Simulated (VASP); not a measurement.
Crystal: C.

```
C
1.0
     0.00000    1.77745    1.77745
     1.77745    0.00000    1.77745
     1.77745    1.77745    0.00000
C
2
Cartesian
  1.7774 1.7774 1.7774
  2.6662 2.6662 2.6662
```

This isn't the form of C at room conditions, which is graphite.

Base run:

```yaml
Program: VASP 6.6.1
Functional: PBEsol
Potentials_or_basis: VASP PAW PBE potentials, release 64 (C)
Cutoff: 700 eV
k_mesh: 12 × 12 × 12
Occupations: gaussian, width 0.02 eV
Spin: no spin polarisation
```

Its results: band gap on the k mesh 4.06 eV, indirect (least direct gap 5.57 eV); pressure -0.2 GPa.

Task: After a change of settings the same cell gave: band gap on the k mesh 4.06 eV, indirect (least direct gap 5.57 eV); pressure 0.7 GPa. Which change was it?
A. functional from PBEsol to r2SCAN; cutoff from 700 eV to 520 eV
B. potentials or basis from VASP PAW PBE potentials, release 64 (C) to VASP PAW PBE potentials, release 64 (C_h); cutoff from 700 eV to 900 eV
C. cutoff from 700 eV to 520 eV; occupations from gaussian, width 0.02 eV to gaussian, width 0.5 eV

Result: C.

Caveats: the PAW data sets were made with another functional, which shifts forces and pressure a little.
